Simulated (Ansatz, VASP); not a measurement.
One calculation of FeGe, two programs

```
Fe Ge
1.0
     4.70311    0.00000    0.00000
     0.00000    4.70311    0.00000
     0.00000    0.00000    4.70311
Fe Ge
4 4
Cartesian
  0.6127 0.6127 0.6127
  1.7389 4.0904 2.9642
  2.9642 1.7389 4.0904
  4.0904 2.9642 1.7389
  3.9365 3.9365 3.9365
  3.1182 0.7666 1.5849
  1.5849 3.1182 0.7666
  0.7666 1.5849 3.1182
```

Alike in both runs: functional PBE; k mesh 8 × 8 × 8; occupations gaussian, width 0.05 eV; no spin polarisation.

Ansatz relaxed the structure, and its values are those at the end. VASP's run is a single point on that final structure, the one shown.

|  | VASP | Ansatz |
| --- | --- | --- |
| version | VASP 6.6.1 | Ansatz 0.2.0 |
| potentials or method | VASP PAW PBE potentials, release 64 (Fe, Ge_d) | scalar-relativistic, plane waves, PAW |
| plane-wave cutoff (eV) | 520 | 420 |
| valence electrons in the cell | 88 | 120 |

|  | VASP | Ansatz | Ansatz less VASP |
| --- | --- | --- | --- |
| gap on the k mesh at the Fermi level (eV) | 0.10 | 0.11 | +0.005 |
| least direct gap on the mesh (eV) | 0.13 | 0.14 | +0.005 |
| pressure (GPa) | -5.9 | -6.0 | -0.14 |
| rms of the force components (eV/Å) | 0.011 | 0.000 | -0.0111 |

The two sets of potentials don't hold the same shells in valence. Ansatz warned: «stress_scf_threshold_loose».

Spin polarisation is off, so any magnetic state and its effect on volume and gap are missing.
